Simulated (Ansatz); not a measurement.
# SrO (Fm-3m) in Ansatz: settings compared

Aim: see how the results for SrO move with the level of theory and the settings. Levels: PBE, PBEsol. Tasks: single point.

All numbers are computed with Ansatz 0.2.0; they aren't measurements. Logs are shortened: lines on timing, memory, paths and dates and some standing lists are left out, and cuts for length are marked.

## Step 1: The crystal as given

It takes space group Fm-3m (No. 225, cubic). The conventional cell has a = 5.133 Å, b = 5.133 Å, c = 5.133 Å, α = 90.00°, β = 90.00°, γ = 90.00°. Sr (site symmetry m-3m) has 6 O at 2.57 Å as nearest neighbours. O (site symmetry m-3m) has 6 Sr at 2.57 Å as nearest neighbours.

## Step 2: Single point, PBE

input.yaml

```yaml
crystal:
  lattice:
    - [0.0, 2.5663, 2.5663]
    - [2.5663, 0.0, 2.5663]
    - [2.5663, 2.5663, 0.0]
  atoms:
    - { symbol: Sr, position: [0.5, 0.5, 0.5] }
    - { symbol: O, position: [0.0, 0.0, 0.0] }
kpoints:
  mp_grid: { grid: [9, 9, 9] }
scf:
  occupations: { method: gaussian, width: 0.029 }
hamiltonian:
  xc: pbe
  pseudopotentials: { kind: all_electron, lapw: { basis_error: 0.001 } }
output:
  forces: true
  stress: true
  eigenvalues: true
```

Potentials or basis: all-electron LAPW, scalar-relativistic.

Command:

```bash
ansatz run input.yaml --threads 1 --pin off --max-ram 3072MiB --backend cpu --events-out ev --progress --plain --runs-dir out
```

Log:

```text
Warning: RAYON_NUM_THREADS=1 ignored (pool sized by the plan → 1); use --threads N
LAPW: plane waves up to 7.548 Å⁻¹, error target 1.0e-3 eV per atom; small_component_spin mean_spin; O in spheres of 1.244 Å, 6 of its electrons in bands, Dirac shells []; Sr in spheres of 1.323 Å, 28 of its electrons in bands, Dirac shells [] (how accurate: hamiltonian.pseudopotentials.lapw.basis_error, Limitations)
Engine: ansatz 0.2.0, aarch64-unknown-linux-gnu
Pseudopotentials: kind: all_electron
Pseudopotential: Sr, LAPW, valence charge 28, lapw/all_electron/scalar/gaussian/Sr, Koelling and Harmon's equation, gaussian nucleus
Pseudopotential: O, LAPW, valence charge 6, lapw/all_electron/scalar/gaussian/O, Koelling and Harmon's equation, gaussian nucleus
Functional definition: PBE
  parameter kappa = 0.804
  parameter beta = 0.06672455060314922
  exchange = pbe_x(kappa = kappa, mu = beta*pi^2/3)
  correlation = pbe_c(beta = beta)
Crystal: 2 atoms, lattice volume = 33.803 Å³
Basis set: ecut = 217.08978210757311 eV, 259 PW (Γ), exchange–correlation at level 2
Bands: 21, of which v1, the nominal top of the filled ones, is band 17 counted from 1 (16 counted from 0)
Symmetry: 48 space group operations
Space group: Fm-3m (ITA 225), of the structure as read, at distance tolerance 3.2e-5 Å
k-points: 35 of 729
Non-local potential: Sr, projectors of the file, none
Non-local potential: O, projectors of the file, none
Initial density: superposition of atomic densities (chi_scale 0.1, normalization cell, long waves kept (reshape's long-wave potential 0.00 eV rms))
Initial wavefunctions: plane waves of lowest kinetic energy (no species holds an atomic orbital)
Functional: x = pbe(κ = 0.804, μ = 0.2195149727645171), c = pbe(β = 0.06672455060314922)
iter 1 solved again at ethr=7.78e-3 eV; its pass at ethr=1.00e-1 eV (dr2=2.65e0 eV) is discarded
SCF iter   1: F=—  HF=-88572.572001 eV  |F-HF|=—  |Δ(HF+E_count)|=         —  Δρ=7.16e-2  dr2=2.64e0  ethr=7.78e-3  ⟨swp⟩=2.0  Hψ=4541  notcnv=0
preconditioner: auto → none  [insulator: Δε(μ)=6.471 eV  Ē_g=17.368 eV  σ=0.029 eV  W_gap=1.00  n_scr=14 (ndim 8)  ℏωp=23.9 eV  f_vac=0.000  D(μ)=0.00/eV (n_scr^D=0)  ε∞_Penn≈2.9]
SCF iter   2: F=—  HF=-88571.879026 eV  |F-HF|=—  |Δ(HF+E_count)|=   6.93e-1  Δρ=3.88e-2  dr2=7.30e-1  ethr=7.78e-3  ⟨swp⟩=3.0  Hψ=2309  notcnv=0
SCF iter   3: F=—  HF=-88570.469825 eV  |F-HF|=—  |Δ(HF+E_count)|=    1.41e0  Δρ=1.89e-2  dr2=1.85e-1  ethr=2.15e-3  ⟨swp⟩=3.0  Hψ=2360  notcnv=0
SCF iter   4: F=—  HF=-88570.534752 eV  |F-HF|=—  |Δ(HF+E_count)|=         —  Δρ=1.76e-2  dr2=1.68e-1  ethr=5.45e-4  ⟨swp⟩=3.0  Hψ=2479  notcnv=0
the basis was enlarged: its passes take 80.2 KiB over the memory plan, 1 of 1 planned eigensolver slots
SCF iter   5: F=—  HF=-88570.455063 eV  |F-HF|=—  |Δ(HF+E_count)|=   7.97e-2  Δρ=6.21e-3  dr2=2.08e-2  ethr=4.93e-4  ⟨swp⟩=2.1  Hψ=2106  notcnv=0
iter 6 solved again at ethr=1.87e-7 eV; its pass at ethr=6.13e-5 eV (dr2=6.35e-5 eV) is discarded
SCF iter   6: F=—  HF=-88570.443817 eV  |F-HF|=—  |Δ(HF+E_count)|=   1.12e-2  Δρ=3.39e-4  dr2=6.35e-5  ethr=1.87e-7  ⟨swp⟩=2.9  Hψ=3789  notcnv=0
SCF iter   7: F=—  HF=-88570.443751 eV  |F-HF|=—  |Δ(HF+E_count)|=   6.59e-5  Δρ=9.40e-5  dr2=4.79e-6  ethr=1.87e-7  ⟨swp⟩=2.0  Hψ=2100  notcnv=0
SCF iter   8: F=-88570.443802 eV  HF=-88570.443802 eV  |F-HF|=1.48e-8  |Δ(HF+E_count)|=   5.07e-5  Δρ=7.29e-6  dr2=2.55e-8  ethr=1.41e-8  ⟨swp⟩=2.2  Hψ=2107  notcnv=0
SCF 1 converged in 8 iterations: F = -88570.443802 eV  dr2 = 2.55e-8
SCF converged after 8 iterations
Free energy (F): -88570.443802 eV
Harris-Foulkes:  -88570.443802 eV  (|F-HF|=1.48e-8)
Internal energy: -88570.443802 eV  (E = F + TS)
E sigma→0 (E₀):  -88570.443802 eV
Fermi energy:    11.158352 eV
--- Per-component energies (eV) ---
  E_band       = -3183.571680
  E_kinetic    = 91135.997523
  E_xc         = -3098.655491
  E_electrostatic = -176607.785833  (all electrons and nuclei)
  E_smearing   = -0.000000  (= −TS)
  E_closure    = 0.000000  (closes the sum)
  E_atoms      = -88558.394032  (free atoms, spherical and without spin; not in F)
  Σ components = -88570.443802   (vs F -88570.443802, Δ=0.00e0)
  Basis errors (estimates in eV, not in F): energy 3.8e-4 per atom: plane waves 3.6e-4 (1.9e-4 summed), levels above the bands 0.0e0, relativity 1.2e-8, radial functions 2.6e-5, core shells 2.6e-8; eigenvalues (radial functions only) 2.0e-5; not estimated: angular momenta, meshes, grids; target (lapw.basis_error) 1.0e-3; muffin-tin radii O 1.244 Å, Sr 1.323 Å
--- Forces (eV/Å), atoms counted from 1 ---
  atom   1  Sr     0.00000000     0.00000000     0.00000000
  atom   2  O      0.00000000     0.00000000     0.00000000
  max |Σ_I F_I| component: 5.26e-31 eV/Å
--- Stress (GPa, compression-positive) ---
        3.325411       0.000000       0.000000
        0.000000       3.325411       0.000000
        0.000000       0.000000       3.325411
  P = ⅓ Tr σ = 3.3254 GPa (33.254 kbar)
--- Band table (eV; the first three rows and the last of 35) ---
  k-point 0: bands = ["-315.1718", "-237.5415", "-237.5415", "-237.5415", "-109.4871", "-109.4871", "-109.4871", "-109.4827", "-109.4827", "-22.8128", "-5.5917", "-4.4452", "-4.4452", "-4.4452", "9.4749", "9.4749", "9.4749", "13.5237", "15.7474", "15.7474", "15.7474"]
  k-point 1: bands = ["-315.1718", "-237.5415", "-237.5415", "-237.5415", "-109.4871", "-109.4871", "-109.4871", "-109.4827", "-109.4827", "-22.7965", "-5.8878", "-4.4551", "-4.4551", "-4.1897", "9.1098", "9.3192", "9.3192", "14.0873", "15.6101", "15.9887", "15.9887"]
  k-point 2: bands = ["-315.1718", "-237.5415", "-237.5415", "-237.5415", "-109.4871", "-109.4871", "-109.4871", "-109.4827", "-109.4827", "-22.7549", "-6.3981", "-4.4799", "-4.4799", "-3.7828", "8.3892", "8.9600", "8.9600", "15.3408", "15.5429", "16.6619", "16.6619"]
  k-point 34: bands = ["-315.1718", "-237.5415", "-237.5415", "-237.5415", "-109.4871", "-109.4871", "-109.4871", "-109.4827", "-109.4827", "-22.6310", "-6.3337", "-5.0735", "-5.0652", "-3.8800", "8.3482", "8.9595", "9.0842", "15.0856", "16.1049", "18.2331", "20.4079"]
```

Wall time 5.6 s (1 thread of Arm Neoverse V1, shared host); peak memory 0.26 GiB.

Results:

```
Free energy            : -88570.4438 eV
Pressure               : 3.3 GPa
Band gap on the k mesh : 3.37 eV, indirect (least direct gap 3.45 eV)
```

Caveat: an odd mesh through Γ misses points on the zone boundary, where band edges often lie.

## Step 3: Single point, PBEsol

Edit input.yaml of step 2 so:

```diff
@@ -11,5 +11,5 @@
 scf:
-  occupations: { method: gaussian, width: 0.029 }
+  occupations: { method: gaussian, width: 0.1 }
 hamiltonian:
-  xc: pbe
+  xc: pbesol
   pseudopotentials: { kind: all_electron, lapw: { basis_error: 0.001 } }
```

Potentials or basis: all-electron LAPW, scalar-relativistic.

Command:

```bash
ansatz run input.yaml --threads 1 --pin off --max-ram 3072MiB --backend cpu --events-out ev --progress --plain --runs-dir out
```

Log:

```text
Warning: RAYON_NUM_THREADS=1 ignored (pool sized by the plan → 1); use --threads N
LAPW: plane waves up to 7.549 Å⁻¹, error target 1.0e-3 eV per atom; small_component_spin mean_spin; O in spheres of 1.241 Å, 6 of its electrons in bands, Dirac shells []; Sr in spheres of 1.325 Å, 28 of its electrons in bands, Dirac shells [] (how accurate: hamiltonian.pseudopotentials.lapw.basis_error, Limitations)
Engine: ansatz 0.2.0, aarch64-unknown-linux-gnu
Pseudopotentials: kind: all_electron
Pseudopotential: Sr, LAPW, valence charge 28, lapw/all_electron/scalar/gaussian/Sr, Koelling and Harmon's equation, gaussian nucleus
Pseudopotential: O, LAPW, valence charge 6, lapw/all_electron/scalar/gaussian/O, Koelling and Harmon's equation, gaussian nucleus
Functional definition: PBEsol
  exchange = pbesol_x
  correlation = pbesol_c
Crystal: 2 atoms, lattice volume = 33.803 Å³
Basis set: ecut = 217.13013161840024 eV, 259 PW (Γ), exchange–correlation at level 2
Bands: 21, of which v1, the nominal top of the filled ones, is band 17 counted from 1 (16 counted from 0)
Symmetry: 48 space group operations
Space group: Fm-3m (ITA 225), of the structure as read, at distance tolerance 3.2e-5 Å
k-points: 35 of 729
Non-local potential: Sr, projectors of the file, none
Non-local potential: O, projectors of the file, none
Initial density: superposition of atomic densities (chi_scale 0.1, normalization cell, long waves kept (reshape's long-wave potential 0.00 eV rms))
Initial wavefunctions: plane waves of lowest kinetic energy (no species holds an atomic orbital)
Functional: x = pbesol(κ = 0.804, μ = 0.12345679012345678), c = pbesol(β = 0.046)
iter 1 solved again at ethr=7.42e-3 eV; its pass at ethr=1.00e-1 eV (dr2=2.52e0 eV) is discarded
SCF iter   1: F=—  HF=-88513.950937 eV  |F-HF|=—  |Δ(HF+E_count)|=         —  Δρ=6.98e-2  dr2=2.52e0  ethr=7.42e-3  ⟨swp⟩=2.0  Hψ=4552  notcnv=0
preconditioner: auto → none  [insulator: Δε(μ)=6.265 eV  Ē_g=17.221 eV  σ=0.100 eV  W_gap=1.00  n_scr=14 (ndim 8)  ℏωp=23.9 eV  f_vac=0.000  D(μ)=0.00/eV (n_scr^D=0)  ε∞_Penn≈2.9]
SCF iter   2: F=—  HF=-88513.352564 eV  |F-HF|=—  |Δ(HF+E_count)|=   5.98e-1  Δρ=3.86e-2  dr2=7.17e-1  ethr=7.41e-3  ⟨swp⟩=3.0  Hψ=2320  notcnv=0
SCF iter   3: F=—  HF=-88512.004600 eV  |F-HF|=—  |Δ(HF+E_count)|=    1.35e0  Δρ=1.82e-2  dr2=1.73e-1  ethr=2.11e-3  ⟨swp⟩=3.0  Hψ=2244  notcnv=0
SCF iter   4: F=—  HF=-88512.039171 eV  |F-HF|=—  |Δ(HF+E_count)|=         —  Δρ=1.57e-2  dr2=1.33e-1  ethr=5.08e-4  ⟨swp⟩=3.0  Hψ=2333  notcnv=0
the basis was enlarged: its passes take 33.2 KiB over the memory plan, 1 of 1 planned eigensolver slots
SCF iter   5: F=—  HF=-88511.975680 eV  |F-HF|=—  |Δ(HF+E_count)|=   6.35e-2  Δρ=5.19e-3  dr2=1.45e-2  ethr=3.90e-4  ⟨swp⟩=2.0  Hψ=2074  notcnv=0
iter 6 solved again at ethr=1.35e-7 eV; its pass at ethr=4.28e-5 eV (dr2=4.59e-5 eV) is discarded
SCF iter   6: F=—  HF=-88511.967829 eV  |F-HF|=—  |Δ(HF+E_count)|=   7.85e-3  Δρ=2.88e-4  dr2=4.59e-5  ethr=1.35e-7  ⟨swp⟩=2.7  Hψ=3641  notcnv=0
SCF iter   7: F=—  HF=-88511.967780 eV  |F-HF|=—  |Δ(HF+E_count)|=   4.83e-5  Δρ=7.72e-5  dr2=3.22e-6  ethr=1.35e-7  ⟨swp⟩=2.0  Hψ=2100  notcnv=0
SCF iter   8: F=-88511.967809 eV  HF=-88511.967809 eV  |F-HF|=2.55e-8  |Δ(HF+E_count)|=   2.85e-5  Δρ=6.41e-6  dr2=2.00e-8  ethr=9.46e-9  ⟨swp⟩=2.1  Hψ=2102  notcnv=0
SCF 1 converged in 8 iterations: F = -88511.967809 eV  dr2 = 2.00e-8
SCF converged after 8 iterations
Free energy (F): -88511.967809 eV
Harris-Foulkes:  -88511.967809 eV  (|F-HF|=2.55e-8)
Internal energy: -88511.967809 eV  (E = F + TS)
E sigma→0 (E₀):  -88511.967809 eV
Fermi energy:    10.927905 eV
--- Per-component energies (eV) ---
  E_band       = -3184.103432
  E_kinetic    = 91064.875439
  E_xc         = -3038.540005
  E_electrostatic = -176538.303243  (all electrons and nuclei)
  E_smearing   = -0.000000  (= −TS)
  E_closure    = 0.000000  (closes the sum)
  E_atoms      = -88499.320332  (free atoms, spherical and without spin; not in F)
  Σ components = -88511.967809   (vs F -88511.967809, Δ=0.00e0)
  Basis errors (estimates in eV, not in F): energy 4.2e-4 per atom: plane waves 3.8e-4 (2.0e-4 summed), levels above the bands 0.0e0, relativity 1.4e-8, radial functions 4.0e-5, core shells 2.9e-8; eigenvalues (radial functions only) 2.0e-5; not estimated: angular momenta, meshes, grids; target (lapw.basis_error) 1.0e-3; muffin-tin radii O 1.241 Å, Sr 1.325 Å
--- Forces (eV/Å), atoms counted from 1 ---
  atom   1  Sr     0.00000000     0.00000000     0.00000000
  atom   2  O      0.00000000     0.00000000     0.00000000
  max |Σ_I F_I| component: 1.67e-30 eV/Å
--- Stress (GPa, compression-positive) ---
       -0.548178       0.000000      -0.000000
        0.000000      -0.548178      -0.000000
       -0.000000      -0.000000      -0.548178
  P = ⅓ Tr σ = -0.5482 GPa (-5.482 kbar)
--- Band table (eV; the first three rows and the last of 35) ---
  k-point 0: bands = ["-314.7588", "-237.3601", "-237.3601", "-237.3601", "-109.5616", "-109.5616", "-109.5616", "-109.5570", "-109.5570", "-22.8455", "-5.6752", "-4.4925", "-4.4925", "-4.4925", "9.3006", "9.3006", "9.3006", "13.1902", "15.5224", "15.5224", "15.5224"]
  k-point 1: bands = ["-314.7588", "-237.3601", "-237.3601", "-237.3601", "-109.5616", "-109.5616", "-109.5616", "-109.5570", "-109.5570", "-22.8288", "-5.9715", "-4.5027", "-4.5027", "-4.2378", "8.9208", "9.1423", "9.1423", "13.7656", "15.3726", "15.7667", "15.7667"]
  k-point 2: bands = ["-314.7588", "-237.3601", "-237.3601", "-237.3601", "-109.5616", "-109.5616", "-109.5616", "-109.5570", "-109.5570", "-22.7861", "-6.4857", "-4.5282", "-4.5282", "-3.8291", "8.1808", "8.7777", "8.7777", "15.0403", "15.2800", "16.4492", "16.4492"]
  k-point 34: bands = ["-314.7588", "-237.3601", "-237.3601", "-237.3601", "-109.5616", "-109.5616", "-109.5616", "-109.5570", "-109.5570", "-22.6590", "-6.4191", "-5.1411", "-5.1320", "-3.9268", "8.1531", "8.7769", "8.9018", "14.8249", "15.8492", "18.0411", "20.2813"]
```

It took 5.6 s on 1 thread of Arm Neoverse V1, shared host; peak memory 0.26 GiB.

Results:

| Property | Result |
| --- | --- |
| Free energy | -88511.9678 eV |
| Pressure | -0.5 GPa |
| Band gap on the k mesh | 3.26 eV, indirect (least direct gap 3.34 eV) |

Caveat: an odd mesh through Γ misses points on the zone boundary, where band edges often lie.

## Step 4: Single point, PBE

Edit input.yaml of step 3 so:

```diff
@@ -11,5 +11,5 @@
 scf:
-  occupations: { method: gaussian, width: 0.1 }
+  occupations: { method: gaussian, width: 0.024 }
 hamiltonian:
-  xc: pbesol
+  xc: pbe
   pseudopotentials: { kind: all_electron, lapw: { basis_error: 0.001 } }
```

Potentials or basis: all-electron LAPW, scalar-relativistic.

Command:

```bash
ansatz run input.yaml --threads 1 --pin off --max-ram 3072MiB --backend cpu --events-out ev --progress --plain --runs-dir out
```

Log:

```text
Warning: RAYON_NUM_THREADS=1 ignored (pool sized by the plan → 1); use --threads N
LAPW: plane waves up to 7.548 Å⁻¹, error target 1.0e-3 eV per atom; small_component_spin mean_spin; O in spheres of 1.244 Å, 6 of its electrons in bands, Dirac shells []; Sr in spheres of 1.323 Å, 28 of its electrons in bands, Dirac shells [] (how accurate: hamiltonian.pseudopotentials.lapw.basis_error, Limitations)
Engine: ansatz 0.2.0, aarch64-unknown-linux-gnu
Pseudopotentials: kind: all_electron
Pseudopotential: Sr, LAPW, valence charge 28, lapw/all_electron/scalar/gaussian/Sr, Koelling and Harmon's equation, gaussian nucleus
Pseudopotential: O, LAPW, valence charge 6, lapw/all_electron/scalar/gaussian/O, Koelling and Harmon's equation, gaussian nucleus
Functional definition: PBE
  parameter kappa = 0.804
  parameter beta = 0.06672455060314922
  exchange = pbe_x(kappa = kappa, mu = beta*pi^2/3)
  correlation = pbe_c(beta = beta)
Crystal: 2 atoms, lattice volume = 33.803 Å³
Basis set: ecut = 217.08978210757311 eV, 259 PW (Γ), exchange–correlation at level 2
Bands: 21, of which v1, the nominal top of the filled ones, is band 17 counted from 1 (16 counted from 0)
Symmetry: 48 space group operations
Space group: Fm-3m (ITA 225), of the structure as read, at distance tolerance 3.2e-5 Å
k-points: 35 of 729
Non-local potential: Sr, projectors of the file, none
Non-local potential: O, projectors of the file, none
[... 15 lines left out ...]
SCF 1 converged in 8 iterations: F = -88570.443802 eV  dr2 = 2.55e-8
SCF converged after 8 iterations
Free energy (F): -88570.443802 eV
Harris-Foulkes:  -88570.443802 eV  (|F-HF|=1.48e-8)
Internal energy: -88570.443802 eV  (E = F + TS)
E sigma→0 (E₀):  -88570.443802 eV
Fermi energy:    11.158379 eV
--- Per-component energies (eV) ---
  E_band       = -3183.571680
  E_kinetic    = 91135.997523
  E_xc         = -3098.655491
  E_electrostatic = -176607.785833  (all electrons and nuclei)
  E_smearing   = -0.000000  (= −TS)
  E_closure    = 0.000000  (closes the sum)
  E_atoms      = -88558.394032  (free atoms, spherical and without spin; not in F)
  Σ components = -88570.443802   (vs F -88570.443802, Δ=0.00e0)
  Basis errors (estimates in eV, not in F): energy 3.8e-4 per atom: plane waves 3.6e-4 (1.9e-4 summed), levels above the bands 0.0e0, relativity 1.2e-8, radial functions 2.6e-5, core shells 2.6e-8; eigenvalues (radial functions only) 2.0e-5; not estimated: angular momenta, meshes, grids; target (lapw.basis_error) 1.0e-3; muffin-tin radii O 1.244 Å, Sr 1.323 Å
--- Forces (eV/Å), atoms counted from 1 ---
  atom   1  Sr     0.00000000    -0.00000000     0.00000000
  atom   2  O      0.00000000    -0.00000000     0.00000000
  max |Σ_I F_I| component: 1.16e-30 eV/Å
--- Stress (GPa, compression-positive) ---
        3.325411      -0.000000       0.000000
       -0.000000       3.325411       0.000000
        0.000000       0.000000       3.325411
  P = ⅓ Tr σ = 3.3254 GPa (33.254 kbar)
--- Band table (eV; the first three rows and the last of 35) ---
  k-point 0: bands = ["-315.1718", "-237.5415", "-237.5415", "-237.5415", "-109.4871", "-109.4871", "-109.4871", "-109.4827", "-109.4827", "-22.8128", "-5.5917", "-4.4452", "-4.4452", "-4.4452", "9.4749", "9.4749", "9.4749", "13.5237", "15.7474", "15.7474", "15.7474"]
  k-point 1: bands = ["-315.1718", "-237.5415", "-237.5415", "-237.5415", "-109.4871", "-109.4871", "-109.4871", "-109.4827", "-109.4827", "-22.7965", "-5.8878", "-4.4551", "-4.4551", "-4.1897", "9.1098", "9.3192", "9.3192", "14.0873", "15.6101", "15.9887", "15.9887"]
  k-point 2: bands = ["-315.1718", "-237.5415", "-237.5415", "-237.5415", "-109.4871", "-109.4871", "-109.4871", "-109.4827", "-109.4827", "-22.7549", "-6.3981", "-4.4799", "-4.4799", "-3.7828", "8.3892", "8.9600", "8.9600", "15.3408", "15.5429", "16.6619", "16.6619"]
  k-point 34: bands = ["-315.1718", "-237.5415", "-237.5415", "-237.5415", "-109.4871", "-109.4871", "-109.4871", "-109.4827", "-109.4827", "-22.6310", "-6.3337", "-5.0735", "-5.0652", "-3.8800", "8.3482", "8.9595", "9.0842", "15.0856", "16.1049", "18.2331", "20.4079"]
```

Wall time 5.6 s (1 thread of Arm Neoverse V1, shared host); peak memory 0.26 GiB.

What came out:

```
Free energy            : -88570.4438 eV
Pressure               : 3.3 GPa
Band gap on the k mesh : 3.37 eV, indirect (least direct gap 3.45 eV)
```

Caveat: an odd mesh through Γ misses points on the zone boundary, where band edges often lie.

## Step 5: Overview

| level | smearing | gap on the mesh (eV) | pressure (GPa) |
| --- | --- | --- | --- |
| PBE | gaussian 0.029 eV | 3.37 | 3.3 |
| PBEsol | gaussian 0.1 eV | 3.26 | -0.5 |
| PBE | gaussian 0.024 eV | 3.37 | 3.3 |

Alike in all rows: task single point; potentials or basis all-electron LAPW, scalar-relativistic; no spin polarisation; cell as given; k mesh 9 × 9 × 9; cutoff (eV) 217; basis error allowed 0.001 eV/atom.

On the cell as given the gap runs from 3.26 eV (PBEsol) to 3.37 eV (PBE). The pressure there spans -0.5 GPa (PBEsol) to 3.3 GPa (PBE); a positive pressure means that this level wants a larger cell, a negative one a smaller.

Caveats: an odd mesh through Γ misses points on the zone boundary, where band edges often lie.

Compare energies only between runs with the same functional and basis.
